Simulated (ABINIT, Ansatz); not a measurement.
**CdS (Hawleyite): changed settings of a GW run in ABINIT**

A base run on CdS (Hawleyite), then changed inputs.

Program: ABINIT 10.8.3. Level of theory: PBE and many-body steps on it, plane waves. Results are calculated unless marked as measured.

Most raw output is cut from this account.

### 1. The structure

It takes space group F-43m (No. 216, cubic). Conventional cell: a = 5.833 Å, b = 5.833 Å, c = 5.833 Å, α = 90.00°, β = 90.00°, γ = 90.00°. Nearest to Cd lie 4 S at 2.53 Å. Nearest to S lie 4 Cd at 2.53 Å. Farther neighbours and most contacts between anions are not listed.

The cell and positions come from the Crystallography Open Database and are kept as given unless a step says otherwise.

### 2. Screening, 4×4×4 mesh, 58 bands, screening to 114.3 eV

This step: ABINIT 10.8.3; RPA screening on PBE, plane waves, norm-conserving pseudopotentials.

The RPA dielectric matrix is built and inverted for each q.

Input file run.abi:

```
acell 3*1.0 Angstrom
rprim 
  -0.000000000000 2.916500000000 2.916500000000
  2.916500000000 -0.000000000000 2.916500000000
  2.916500000000 2.916500000000 -0.000000000000
ntypat 2
znucl 48 16
natom 2
typat 1 2
xred 
  0.000000000000 0.000000000000 0.000000000000
  0.250000000000 0.250000000000 0.250000000000
pp_dirpath "pseudos"
pseudos "Cd.upf, S.upf"
ecut 47
ngkpt 4 4 4
nshiftk 1
shiftk 0 0 0
kptopt 1
chksymbreak 0
istwfk *1
occopt 1
irdwfk 1
optdriver 3
nband 58
ecuteps 4.2
inclvkb 2
awtr 1
symchi 1
indata_prefix "in"
outdata_prefix "out"
tmpdata_prefix "tmp"
```

On the command line:

```
> OMP_NUM_THREADS=1 mpirun -n 4 abinit run.abi > log
```

It took 15 s on 4 MPI ranks of Intel Xeon Platinum 8488C (Sapphire Rapids), shared host; peak memory 0.85 GiB; 60 s of CPU time.

Numbers from this step:

```
ε∞ with local fields, on this mesh, along the program's q direction : 11.05
the same without local fields                                       : 11.75
plasma frequency                                                    : 26.88 eV
plane waves in the screening matrix                                 : 137
```

Local fields lower ε∞ by 6 %. On a Γ-centred mesh this coarse the value itself is usually too large, while a short band sum pulls it down.

### 3. Base

The self-energy is evaluated for the states that the input lists, and the levels follow from it, in one-shot runs by the linearised quasiparticle equation.

This step: G0W0 on PBE, plane waves, norm-conserving pseudopotentials.

Edit run.abi of step 2 so:

```diff
@@ -23,8 +23,15 @@
 irdwfk 1
-optdriver 3
+optdriver 4
 nband 58
+gwcalctyp 0
+ecutsigx 47
+symsigma 1
+nkptgw 1
+kptgw 
+  0.0000000000 0.0000000000 0.0000000000
+bdgw 
+  11 17
 ecuteps 4.2
-inclvkb 2
-awtr 1
-symchi 1
+irdscr 1
+ppmodel 1
 indata_prefix "in"
```

The job ended after 3.8 s (4 MPI ranks; peak memory 0.68 GiB; 14 s of CPU time).

This step gave:

```
G0W0 gap on the points computed              : 2.035 eV
starting gap on the mesh                     : 1.145 eV
k of the valence top                         : 0, 0, 0
k of the conduction bottom                   : 0, 0, 0
Z at the valence top                         : 0.783
Z at the conduction bottom                   : 0.814
least direct G0W0 gap on the computed points : 2.035 eV
```

The gap on the mesh goes from 1.14 eV to 2.03 eV, a correction of +0.89 eV.

### 4. Exchange cutoff

Edit run.abi of step 3 so:

```diff
@@ -26,3 +26,3 @@
 gwcalctyp 0
-ecutsigx 47
+ecutsigx 94
 symsigma 1
```

Wall time 4.4 s (4 MPI ranks); peak memory 1.2 GiB.

This step gave:

```yaml
g0w0_gap_on_the_points_computed: 2.036 eV
starting_gap_on_the_mesh: 1.145 eV
k_of_the_valence_top: 0, 0, 0
k_of_the_conduction_bottom: 0, 0, 0
z_at_the_valence_top: 0.783
z_at_the_conduction_bottom: 0.814
least_direct_g0w0_gap_on_the_computed_points: 2.036 eV
```

### 5. Exchange cutoff of one hartree

Edit run.abi of step 4 so:

```diff
@@ -26,3 +26,3 @@
 gwcalctyp 0
-ecutsigx 94
+ecutsigx 1
 symsigma 1
```

It took 2.5 s on 4 MPI ranks; peak memory 0.17 GiB.

The run ended normally, though the input holds a fault or crude settings.

The fault put into this input: exchange cutoff of one hartree. It printed a gap of 0.17 eV, an artefact of the input.

### 6. Side by side

Times are wall times on 4 MPI ranks of Intel Xeon Platinum 8488C (Sapphire Rapids), shared host, good to a factor of about two. A run's time includes the screening step that it read.

| run | mesh | bands | screening cutoff (eV) | DFT gap (eV) | gap on the mesh (eV) | direct (eV) | ε∞ used | time |
| --- | --- | --- | --- | --- | --- | --- | --- | --- |
| base | 4×4×4 | 58 | 114.3 | 1.145 | 2.035 | 2.035 | 11.05 | 19 s |
| exchange cutoff | 4×4×4 | 58 | 114.3 | 1.145 | 2.036 | 2.036 | 11.05 | 20 s |

### 7. Summary of results

```yaml
base: 2.035 eV
exchange_cutoff: 2.036 eV
known_limits: not at the basis limit; no spin-orbit coupling; coarse k mesh
```

In words: Exchange cutoff: +0.001 eV against base (keys changed: ecutsigx). Bands and cutoff are finite, so the gap is not at the basis limit. The miss can reach some tenths of an eV and take either sign; the mesh is an error of its own. In the G0W0 runs levels were corrected at 1 k point alone, so a gap called «on the mesh» is the least over those, and an edge elsewhere would be missed. The 4×4×4 mesh is coarse for this cell, which bears on the long-range parts of exchange and screening. The many-body steps are scalar-relativistic: spin-orbit coupling is not in them.

[Paths, hosts, dates, memory and timing lines, banners, echoed tables and standing remarks are left out of the program output.]

[Logs are printed without paths, hosts, clocks, repeated set-up lines and the standing remarks that a program may print on its own settings, such as how far it seeks lower states.]

[Runs of the session that timed out or met a known fault of the program may be left out.]

[Hosts, paths, dates, database ids (printed as entryN), source tags and the programs' standing remarks are cut or masked in the printed files.]

[G0W0 gaps are taken among the corrected bands and points alone; a level outside them can change the order at an edge.]

[Where Ansatz stands beside ABINIT at settings called matched, ABINIT's density can come from a denser mesh and the files from another edition; pairs whose starting gaps differed by over 0.03 eV were left out, so agreement reads better than it is.]
